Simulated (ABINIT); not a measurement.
Runs of ABINIT 10.8.3 (patched build) on MgS (Niningerite). It takes space group Fm-3m (No. 225, cubic). The conventional cell has a = 5.203 Å, b = 5.203 Å, c = 5.203 Å, α = 90.00°, β = 90.00°, γ = 90.00°. Around S (site symmetry m-3m) lie 6 Mg at 2.60 Å. Mg (site symmetry m-3m) has 6 S at 2.60 Å as nearest neighbours. 

```tsv
task	potentials or basis	cell	cutoff (eV)	cell freedom (optcell)	cutoff smearing ecutsm (Ha)	optimiser (ionmov)	force stop (Ha/bohr)	fine-grid cutoff	gap on the mesh (eV)	pressure (GPa)
single point	PseudoDojo NC SR PBEsol v0.4 stringent	as given	1143	-	-	-	-	-	2.83	-0.9
relaxation of cell and atoms	JTH PAW PBE v2.0	relaxed to 10 GPa	544	2	0.5	2	0.0001	1088.46 eV	3.06	10.0
relaxation of cell and atoms	JTH PAW PBE v2.0	relaxed	544	2	0.5	2	0.0001	1088.46 eV	(a)	0.0
single point	JTH PAW PBE v2.0	as given	544	-	-	-	-	1088.46 eV	2.83	-1.0
single point	PseudoDojo NC SR PBEsol v0.4.1 standard	as given	1143	-	-	-	-	-	2.83	-0.9
```

Alike in all rows: level PBEsol; no spin polarisation; k mesh 9 × 9 × 9; smearing fermi-dirac 0.05 eV.

Fill in the values left out.

(a) 2.85.

Caveats: an odd mesh through Γ misses points on the zone boundary, where band edges often lie; the PAW data sets were made with another functional, which shifts forces and pressure a little (some runs).
